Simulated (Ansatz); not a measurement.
MgS, 2 atoms in the cell. It takes space group F-43m (No. 216, cubic). The conventional cell has a = 5.260 Å, b = 5.260 Å, c = 5.260 Å, α = 90.00°, β = 90.00°, γ = 90.00°. S (site symmetry -43m) has 4 Mg at 2.28 Å as nearest neighbours. Mg (site symmetry -43m) has 4 S at 2.28 Å as nearest neighbours. The cell comes from a database or a generator and needn't be the stable form of this composition. The cell isn't the ideal one: volume scaled by 0.8.

* Program: Ansatz 0.2.0
* Task: electric field gradients
* Functional: BLYP
* Dispersion: D4
* Potentials or basis: all-electron PAW datasets made for the crystal
* Cutoff: 240 eV (chosen from the basis error)
* k mesh: 8 × 8 × 8
* Occupations: gaussian, width 0.01 eV
* Spin: no spin polarisation

Potentials or basis: all-electron PAW datasets made for the crystal.

Command:

```bash
$ ansatz run input.yaml --threads 1 --pin off --max-ram 3072MiB --backend cpu --events-out ev --progress --plain --runs-dir out
```

Hardware: 1 thread of Intel(R) Xeon(R) Processor @ 2.70GHz, with other jobs on the host.

Q: How long does it take, and how much memory?

A: It took 5.5 s on 1 thread of Intel(R) Xeon(R) Processor @ 2.70GHz, on a shared host, peak memory 0.42 GiB. Counts: scf iterations 8, plane waves 331, k points 29, bands 8.
